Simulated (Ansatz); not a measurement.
Theory: DFT PBE, scalar-relativistic, plane waves, PAW in Ansatz. All cells share a 420 eV cutoff and Γ-centred k meshes spaced at most about 0.3 Å⁻¹ (about 0.25 or finer for metals, 2π included). No spin polarisation in the final relaxations.

These are static total energies at zero pressure.

Compare these two cells of Ge, each relaxed at this level.

A.

```yaml
crystal:
  lattice:
    - [4.27760, 0.00000, 0.00000]
    - [0.00000, 4.27760, 0.00000]
    - [0.00000, 0.00000, 4.41608]
  atoms:
    - { symbol: Ge, position: [0.00000, 0.00000, 0.50000] }
    - { symbol: Ge, position: [0.50000, 0.50000, 0.50000] }
    - { symbol: Ge, position: [0.00000, 0.50000, 0.89335] }
    - { symbol: Ge, position: [0.50000, 0.00000, 0.10665] }
```

B.

```yaml
crystal:
  lattice:
    - [-1.60773, 1.60773, 1.87536]
    - [1.60773, -1.60773, 1.87536]
    - [1.60773, 1.60773, -1.87536]
  atoms:
    - { symbol: Ge, position: [0.50000, 0.50000, 0.00000] }
```

Question: Which form is favoured at zero pressure, and by what margin per atom?

Answer: A is lower, by 19 meV/atom. A has space group P4/nmm (No. 129), 20.2 Å³/atom and no gap on its mesh; B has the indium (bct) type, space group I4/mmm (No. 139), 19.4 Å³/atom and no gap. Counting all near atoms (those within 1.25 times the shortest such distance or 1.15 times the sum of covalent radii; a plus sign parts nearer from farther groups; the shortest distance is added where it is long for a bond; a slash parts the counts of unlike sites), A has Ge 4+4+4/4+8 and B has Ge 8+4 from 2.9 Å. Both come from invented guesses. A third cell relaxed alike, in P6/mmm, lies 66 meV/atom below the lower of the two; the I4/mmm cell fell into it when its atoms were moved at random. The part of the Crystallography Open Database at hand lists Ge in space groups No. 64, 96, 227; no cell shown has one of them.

Cells relaxed within their symmetry can be saddle points; a later kick test found a lower structure for Ge I4/mmm.

The P4/nmm cell wins only a contest between two unfavourable metallic packings. Its advantage probably comes from keeping some directional bonding: each atom has four nearest neighbours, with the rest clearly farther out, whereas the I4/mmm cell spreads its bonding over eight equal contacts. Germanium's s and p valence electrons favour a few short, strong bonds, and the somewhat larger volume of P4/nmm fits that picture. Low coordination cannot be the whole story, however, since the P6/mmm cell lies lower still, and simple hexagonal germanium, which has that symmetry, is a densely coordinated metal known under compression.

Neither form is a candidate for the ground state. At ambient pressure germanium adopts the diamond structure, a semiconductor whose four sp³ bonds per atom fill the bonding states and leave the antibonding ones empty. The smaller volume of I4/mmm suggests that compression would narrow its deficit against P4/nmm, but this doesn't establish a pressure range in which either would form.
